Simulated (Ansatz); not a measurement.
## A film clamped to a substrate in BaTe

The calculation used DFT PBE, scalar-relativistic, plane waves, PAW (Ansatz). The runs took a 420 eV cutoff, a Γ-centred 6×6×6 mesh and Gaussian smearing (0.05 eV). No spin polarisation. Energies are free energies at this smearing, counted from the undisturbed cell; pressure is positive in compression.

Zero of the scan (as given, not relaxed at this level; it stands at -0.4 GPa; this CsCl-type form isn't the usual structure):

```
CELL_PARAMETERS angstrom
4.26247 0.00000 0.00000
0.00000 4.26247 0.00000
0.00000 0.00000 4.26247
ATOMIC_POSITIONS crystal
Ba 0.00000 0.00000 0.00000
Te 0.50000 0.50000 0.50000
```

The cell (2 atoms, V0 = 77.44 Å³) is strained by p along both x and y and by q along z, fractional coordinates fixed. τp = (1/V0) ∂E/∂p = (σxx + σyy)(1 + p)(1 + q) and τq = (1/V0) ∂E/∂q = σzz(1 + p)², with tension positive.

```
     p q  ΔE (meV/atom)  τp (GPa)  τq (GPa)
 0.000   0.000           0.00      0.77      0.39
-0.050   0.000          47.39     -9.12     -0.74
 0.050   0.000          55.38      8.00      0.71
 0.000  -0.050          20.62     -0.06     -3.96
 0.000   0.050          26.59      1.29      3.89
```

Q: Get the second derivatives of the energy density.

A: Central differences give A = ∂τp/∂p = 171 GPa (C11 + C22 + 2 C12), C = ∂τq/∂q = 79 GPa (C33) and the cross term B = ∂τq/∂p = 14.6 GPa (C13 + C23); ∂τp/∂q = 13.5 GPa must equal B, and any difference shows higher-order terms. Steps this large leave an error of some per cent of A or C in all of these, which can swamp a small B. The ions are clamped. In a cubic crystal C11 = C = 79, C12 = B/2 = 7.3 GPa and A should be 2(C11 + C12) = 172 GPa; the bulk modulus is (C11 + 2 C12)/3 = 31 GPa.

Q: A film of this crystal grows with z along the normal on a substrate that imposes p. How does its thickness respond, and what does the misfit cost?

A: Count p and q from the stress-free cell. A free surface needs τq = 0, so q = −(B/C) p = -0.19 p. The energy density left is (A − B²/C) p²/2 = M p², with the biaxial modulus M = 84 GPa; a misfit of 1 % costs 2.04 meV/atom, against 2.07 meV/atom if the thickness were held.

At p = 0.050 the energies along q are 70.5 (q = -0.050), 55.4 (q = 0.000), 84.4 (q = 0.050) meV/atom.

Q: Does the linear rule hold at this misfit?

A: A parabola through the lowest point and its neighbours has its minimum at q = -0.008, 54.8 meV/atom. With the stress left in the starting cell, τp0 and τq0, linear elasticity gives q = −(τq0 + Bp)/C = -0.014 and E = V0(τp0 p + τq0 q + Ap²/2 + Bpq + Cq²/2)/N = 59.2 meV/atom. The two agree within a tenth in energy.